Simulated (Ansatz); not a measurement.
# SiC: the change of RPA energy and total energy with exact exchange with volume scale

RPA total energy (exact exchange plus RPA correlation) on Kohn-Sham orbitals over scaled volumes of the cell given; energies count from the value at scale 1 or the largest scale. The results are calculated, by Ansatz 0.2.0-dev trial.

The cell before it is scaled or strained (space group F-43m, No. 216):
```
CELL_PARAMETERS angstrom
0.00000 2.17900 2.17900
2.17900 0.00000 2.17900
2.17900 2.17900 0.00000
ATOMIC_POSITIONS crystal
Si 0.00000 0.00000 0.00000
C 0.25000 0.25000 0.25000
```

Settings of every row: orbitals functional PBE; datasets soft_paw first; wave cutoff 420 eV; k mesh 4x4x4; correlated electrons 8; response cutoff 280 eV; long wavelength term neglected.

Limits: coarse mesh, values belong to these settings and can lie far from the converged crystal; soft datasets can hold too little correlation; the count of empty bands follows the volume.

```csv
row,volume scale,V (Å³/atom),"RPA energy (eV, a cell)","total energy with exact exchange (eV, a cell)","energy of the functional (eV, a cell)"
1,0.92,9.518,0.1234,0.106,0.1456
2,0.96,9.932,?,?,?
3,1,10.346,0,0,0
4,1.04,10.76,0.015,0.0301,0.0032
5,1.08,11.174,0.0691,0.103,0.0451
```

Question: what RPA energy and total energy with exact exchange should row 2 give?

Worked fit of RPA energy. Take u = (V_r/V)^(2/3) − 1 with V_r = 10.553 Å³ an atom, which is twice the finite (Eulerian) strain; such expansions in the strain, on which the Birch-Murnaghan equation of state is built, carry the rest volume and the bulk modulus. The shown rows have u = 0.07124, 0.01329, -0.01287, -0.0374. Least squares give RPA energy = 0.00212 − 0.5881 × u + 32.152 × u² eV; a straight line predicts inner rows, each left out in turn, worse (root mean square 0.057 against 3.8e-05 eV). All shown rows lie on it to the printed digit. The withheld row has u = 0.04126, so the fit gives 0.00212 − 0.5881 × (0.04126) + 32.152 × (0.04126)² = 0.0326 eV.

The calculation gave 0.0324 eV. The fit lies 0.0002 eV (0.16 % of the column's range) above it; its largest miss of a shown row is 0.0000 eV.

Worked fit of total energy with exact exchange. Take u = (V_r/V)^(2/3) − 1 with V_r = 10.553 Å³ an atom, which is twice the finite (Eulerian) strain; such expansions in the strain, on which the Birch-Murnaghan equation of state is built, carry the rest volume and the bulk modulus. The shown rows have u = 0.07124, 0.01329, -0.01287, -0.0374. Least squares give total energy with exact exchange = 0.00923 − 1.1753 × u + 35.568 × u² eV; a straight line predicts inner rows, each left out in turn, worse (root mean square 0.063 against 0.00031 eV). The rows lie off it by 0.0000, 0.0001, -0.0001, 0.0001. The withheld row has u = 0.04126, so the fit gives 0.00923 − 1.1753 × (0.04126) + 35.568 × (0.04126)² = 0.0213 eV.

The calculation gave 0.0218 eV. The fit lies 0.0005 eV (2.3 % of the value, 0.47 % of the column's range) below it; its largest miss of a shown row is 0.0001 eV.

The other values of row 2: energy of the functional 0.0441 eV.
